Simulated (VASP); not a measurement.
Input of a VASP 6.6.1 run:

The input INCAR:

```
  PREC = Accurate
  ENCUT = 520
  EDIFF = 1E-7
  ISMEAR = 1
  SIGMA = 0.1
  LREAL = F
  LASPH = T
  NELM = 100
  ALGO = Fast
  ISIF = 2
  LWAVE = F
  LCHARG = F
  GGA = PE
  LOPTICS = T
  NEDOS = 2000
  CSHIFT = 0.1
```

KPOINTS

```
regular mesh
0
Gamma
  32 32 32
```

POSCAR

```
Ta                                      
1.0
   -1.6600000000      1.6600000000      1.6600000000
    1.6600000000     -1.6600000000      1.6600000000
    1.6600000000      1.6600000000     -1.6600000000
  Ta            
     1
Direct
     0.0000000000000000    0.0000000000000000    0.0000000000000000
```

Potentials or basis: VASP PAW PBE potentials, release 64 (Ta_pv).

The run is started by

```sh
$ cat potpaw_PBE.64/Ta_pv/POTCAR > POTCAR
$ mpirun -np 1 vasp_std > vasp.out
```

Question: Predict the pressure.

Answer: 0.0 GPa.

Question: Estimate the band gap on the k mesh.

Answer: None (metal or under the smearing width).

Dielectric function (mean over the directions given):
```
energy (eV)  real part  imaginary part
       0.32      14.24            7.22
       1.35      16.35            7.44
       2.39      16.61           12.00
       3.42       8.12           15.35
       4.46       7.36           14.63
       5.49      -8.18           17.85
       6.53      -6.69            5.24
       7.56      -2.78            3.40
       8.60      -1.61            4.67
       9.63      -3.35            3.70
      10.67      -3.13            1.66
      11.70      -2.20            0.77
      12.74      -1.47            0.16
      13.77      -0.80            0.05
      14.81      -0.41            0.03
      15.84      -0.13            0.02
      16.88       0.08            0.02
      17.91       0.25            0.01
      18.95       0.38            0.01
      19.98       0.49            0.01
```

Caveat: independent-particle spectra lack excitons; the intraband (Drude) part of a metal's response may be missing. Spin-orbit coupling is left out, which matters for the levels of Ta.
